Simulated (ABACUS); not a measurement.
# MoSe2 (P6_3/mmc) in ABACUS: single point with LDA

Aim: the single point of MoSe2 with LDA.

All numbers are computed with ABACUS 3.10.1; they aren't measurements. Logs are shortened: lines on timing, memory, paths and dates and some standing lists are left out, and cuts for length are marked.

### Step 1. The structure

Symmetry: P6_3/mmc, No. 194, hexagonal system. The conventional cell has a = 3.288 Å, b = 3.288 Å, c = 12.900 Å, α = 90.00°, β = 90.00°, γ = 120.00°. Mo (site symmetry -6m2) is surrounded by 6 Se at 2.49 Å. Around Se (site symmetry 3m) lie 3 Mo at 2.49 Å.

### Step 2. Single point, LDA

The input, INPUT:

```
INPUT_PARAMETERS
suffix              MoSe2
calculation         scf
basis_type          pw
pseudo_dir          ./
latname             hexagonal
symmetry            1
dft_functional      pz
ecutwfc             105
pseudo_rcut         7
nspin               1
nbands              81
ks_solver           dav
smearing_method     fd
smearing_sigma      0.00367493
scf_thr             1e-08
scf_nmax            100
mixing_type         broyden
mixing_beta         0.7
cal_force           1
cal_stress          1
out_chg             1
out_pot             2
out_elf             1
```

The input, STRU:

```
ATOMIC_SPECIES
Mo 95.9500 Mo.upf
Se 78.9710 Se.upf

LATTICE_CONSTANT
6.2134194978

LATTICE_PARAMETERS
3.9233576642

ATOMIC_POSITIONS
Direct

Mo
0.0
2
0.6666666667 0.3333333333 0.7500000000 1 1 1
0.3333333333 0.6666666667 0.2500000000 1 1 1

Se
0.0
4
0.6666666667 0.3333333333 0.3750000000 1 1 1
0.3333333333 0.6666666667 0.8750000000 1 1 1
0.6666666667 0.3333333333 0.1250000000 1 1 1
0.3333333333 0.6666666667 0.6250000000 1 1 1
```

The input, KPT:

```
K_POINTS
0
Gamma
7 7 2 0 0 0
```

Potentials or basis: PseudoDojo NC SR 0.4.1 LDA stringent, plane waves.

Command:

```console
> OMP_NUM_THREADS=1 mpirun -np 4 abacus > log
```

running log:

```text
ABACUS v3.10.1

               Atomic-orbital Based Ab-initio Computation at UStc

 ------------------------------------------------------------------------------------

 READING GENERAL INFORMATION
                           global_out_dir = OUT.MoSe2/
                           global_in_card = INPUT
                               pseudo_dir = ./
                              orbital_dir =
                                    DSIZE = 4
                                    GSIZE = 1

 READING UNITCELL INFORMATION
                                    ntype = 2
                  lattice constant (Bohr) = 6.21342
              lattice constant (Angstrom) = 3.288

 READING ATOM TYPE 1
                               atom label = Mo
                      L=0, number of zeta = 1
                      L=1, number of zeta = 1
                      L=2, number of zeta = 1
             number of atom for this type = 2

 READING ATOM TYPE 2
                               atom label = Se
                      L=0, number of zeta = 1
                      L=1, number of zeta = 1
                      L=2, number of zeta = 1
             number of atom for this type = 4

                        TOTAL ATOM NUMBER = 6
DIRECT COORDINATES
    atom                   x                   y                   z     mag                  vx                  vy                  vz
taud_Mo1            0.6666666667        0.3333333333        0.7500000000  0.0000        0.0000000000        0.0000000000        0.0000000000
taud_Mo2            0.3333333333        0.6666666667        0.2500000000  0.0000        0.0000000000        0.0000000000        0.0000000000
taud_Se1            0.6666666667        0.3333333333        0.3750000000  0.0000        0.0000000000        0.0000000000        0.0000000000
taud_Se2            0.3333333333        0.6666666667        0.8750000000  0.0000        0.0000000000        0.0000000000        0.0000000000
taud_Se3            0.6666666667        0.3333333333        0.1250000000  0.0000        0.0000000000        0.0000000000        0.0000000000
taud_Se4            0.3333333333        0.6666666667        0.6250000000  0.0000        0.0000000000        0.0000000000        0.0000000000

                          Volume (Bohr^3) = 815.043
                             Volume (A^3) = 120.777

 Lattice vectors: (Cartesian coordinate: in unit of a_0)
                   +1                  +0                  +0
                 -0.5           +0.866025                  +0
                   +0                  +0            +3.92336
 Reciprocal vectors: (Cartesian coordinate: in unit of 2 pi/a_0)
                   +1            +0.57735                  -0
                   -0             +1.1547                  -0
                   +0                  -0           +0.254884
 The esolver type has been set to : ksdft_pw

                PAO radial cut off (Bohr) = 7

[... 220 lines left out ...]
WARNING: norm of atomic wavefunction # 3 of atomic type Mo is 0.999108, renormalized
WARNING: norm of atomic wavefunction # 4 of atomic type Mo is 0.990139, renormalized

 number of pseudo atomic orbitals for Se is 5
WARNING: norm of atomic wavefunction # 4 of atomic type Se is 0.999995, renormalized
WARNING: norm of atomic wavefunction # 5 of atomic type Se is 0.999481, renormalized

 -------------------------------------------
 SELF-CONSISTENT
 -------------------------------------------
                                 init_chg = atomic

 PW ALGORITHM --------------- ION=   1  ELEC=   1--------------------------------

 Notice: Threshold on eigenvalues was too large.
 hsover_error=1.24 > DRHO=0.705107
 Origin diag ethr = 0.01
 New diag ethr = 0.000568635

 Density error is 0.697388051575
                          Error Threshold = 0.000568634820812
----------------------------------------------------------
     Energy           Rydberg                 eV
----------------------------------------------------------
 E_KohnSham     -3013.2366653559     -40997.1880713591
 E_Harris       -3012.1215162288     -40982.0156891110
 E_Fermi        1.0584205425         14.4005502586
----------------------------------------------------------
[... 87 lines left out ...]
 Density error is 1.06130950477e-09
                          Error Threshold = 3.92311443768e-11
----------------------------------------------------------
     Energy           Rydberg                 eV
----------------------------------------------------------
 E_KohnSham     -3013.5544237396     -41001.5113959648
 E_KS(sigma->0) -3013.5544235317     -41001.5113931364
 E_Harris       -3013.5541670081     -41001.5079029532
 E_band         -464.6293236403      -6321.6062593948
 E_one_elec     -2476.6714464583     -33696.8437457341
 E_Hartree      1163.5651418943      15831.1159239409
 E_xc           -299.9818352244      -4081.4622555489
 E_Ewald        -1400.4662835355     -19054.3213129659
 E_entropy(-TS) -0.0000004158        -0.0000056567
 E_descf        0.0000000000         0.0000000000
 E_exx          0.0000000000         0.0000000000
 E_Fermi        1.0156557335         13.8187051821
----------------------------------------------------------

 charge density convergence is achieved
 final etot is -41001.511396 eV
 EFERMI = 13.818705182 eV
The vacuum level is 17.743627837 eV

 STATE ENERGY(eV) AND OCCUPATIONS    NSPIN == 1
 1/16 kpoint (Cartesian) = 0.0000 0.0000 0.0000 (3695 pws)
       1       -193.828      0.0204082
       2       -193.828      0.0204082
       3       -193.828      0.0204082
       4       -193.828      0.0204082
       5       -133.898      0.0204082
       6       -133.898      0.0204082
[... 488 lines left out ...]
      80        23.7710    8.80112e-88
      81        24.2571        0.00000

[... levels at 10 further k points ...]

------------------------------------------------------------------------------------------
 TOTAL-FORCE (eV/Angstrom)
------------------------------------------------------------------------------------------
                       Mo1         0.0000000000         0.0000000000         0.0000000000
                       Mo2         0.0000000000         0.0000000000         0.0000000000
                       Se1         0.0000000000         0.0000000000         0.6225230089
                       Se2         0.0000000000         0.0000000000         0.6225230089
                       Se3         0.0000000000         0.0000000000        -0.6225230089
                       Se4         0.0000000000         0.0000000000        -0.6225230089
------------------------------------------------------------------------------------------

----------------------------------------------------------------
 TOTAL-STRESS (KBAR)
----------------------------------------------------------------
        -9.5391574189        -0.0000000000        -0.0000000000
         0.0000000000        -9.5391574189         0.0000000000
         0.0000000000         0.0000000000        41.9253452290
----------------------------------------------------------------
 TOTAL-PRESSURE: 7.615677 KBAR

 --------------------------------------------
 !FINAL_ETOT_IS -41001.5113959647569573 eV
 --------------------------------------------
```

stdout:

```text
ABACUS v3.10.1

               Atomic-orbital Based Ab-initio Computation at UStc

 dft_functional readin is: pz
[... 41 lines left out ...]
 DA8     -4.10015114e+04   1.36828936e-07   4.8647e-08  16.59
 DA9     -4.10015114e+04  -9.46634734e-08   1.0613e-09  16.41
----------------------------------------------------------------
 TOTAL-STRESS (KBAR)
----------------------------------------------------------------
        -9.5391574189        -0.0000000000        -0.0000000000
         0.0000000000        -9.5391574189         0.0000000000
         0.0000000000         0.0000000000        41.9253452290
----------------------------------------------------------------
 TOTAL-PRESSURE: 7.615677 KBAR
```

Wall time 3.2 min (4 MPI ranks of Intel Xeon Platinum 8259CL at 2.50GHz (Skylake/Cascade Lake), shared host); peak memory 0.84 GiB.

What came out:

```
Free energy            : -41001.5114 eV
Pressure               : 0.8 GPa
Largest force          : 0.623 eV/Å
Band gap on the k mesh : 0.98 eV, indirect (least direct gap 1.76 eV)
```

Forces on the atoms (eV/Å):
```
Mo   0.000  0.000  0.000
Mo   0.000  0.000  0.000
Se   0.000  0.000  0.623
Se   0.000  0.000  0.623
Se   0.000  0.000 -0.623
Se   0.000  0.000 -0.623
```

Caveat: an odd mesh through Γ misses points on the zone boundary, where band edges often lie; the cell's inner coordinates are idealised or old, which leaves forces on the atoms.

### Step 3. For comparison

An earlier run on the cell as given: functional PBEsol; potentials or basis PseudoDojo NC SR 0.4.1 PBEsol standard; cutoff 1184 eV; density cutoff 4735 eV; basis plane waves; k mesh 9 × 9 × 2; occupations fermi-dirac, width 0.05 eV; no spin polarisation.

* Pressure: 3.3 GPa
* Largest force: 0.813 eV/Å
* Band gap on the k mesh: 0.87 eV, indirect (least direct gap 1.38 eV)
